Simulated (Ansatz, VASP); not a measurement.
# Rh in VASP and in Ansatz

```xyz
1
Lattice="0.0000 1.9228 1.9228 1.9228 0.0000 1.9228 1.9228 1.9228 0.0000" Properties=species:S:1:pos:R:3 pbc="T T T"
Rh    0.0000    0.0000    0.0000
```

Alike in both runs: task single point; functional PBE; k mesh 15 × 15 × 15; occupations methfessel-paxton of order 1, width 0.05 eV; no spin polarisation.

|  | VASP | Ansatz |
| --- | --- | --- |
| version | VASP 6.6.1 | Ansatz 0.2.0 |
| potentials or method | VASP PAW PBE potentials, release 64 (Rh_pv) | plane waves, PAW |
| plane-wave cutoff (eV) | 520 | 500 |
| valence electrons in the cell | 15 | 17 |

VASP gave:

| Property | Result |
| --- | --- |
| pressure (GPa) | -3.1 |

Q: Estimate Ansatz's values.

A: Pressure (GPa): -3.2.

With one functional, cell and mesh, what is left measures potentials, basis and numerics. The two sets of potentials don't hold the same shells in valence.
